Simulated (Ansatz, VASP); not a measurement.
## NaI in VASP and in Ansatz

```
CELL_PARAMETERS angstrom
0.00000 3.13984 3.27452
3.13984 0.00000 3.27452
3.13984 3.13984 0.00000
ATOMIC_POSITIONS crystal
Na 0.00000 0.00000 0.00000
I 0.50000 0.50000 0.50000
```

Change from the starting cell: epitaxial_xy strain -2.8%.

Alike in both runs: task single point; functional PBE; k mesh 8 × 8 × 8; occupations fermi-dirac, width 0.02 eV; no spin polarisation.

|  | VASP | Ansatz |
| --- | --- | --- |
| version | VASP 6.6.1 | Ansatz 0.2.0 |
| potentials or method | VASP PAW PBE potentials, release 64 (Na_pv, I) | plane waves, PAW |
| plane-wave cutoff (eV) | 520 | 420 |
| valence electrons in the cell | 14 | 26 |

Ansatz gave:

- gap on the k mesh at the Fermi level (eV): 3.76
- pressure (GPa): 1.4
- largest component of the traceless stress (GPa): 0.88

Q: Which values does VASP return?

A: gap on the k mesh at the Fermi level (eV): 3.75; pressure (GPa): 1.5; largest component of the traceless stress (GPa): 0.88.

The two sets of potentials don't hold the same shells in valence.

Caveats: spin-orbit coupling is left out, which moves the levels of the heavy elements.
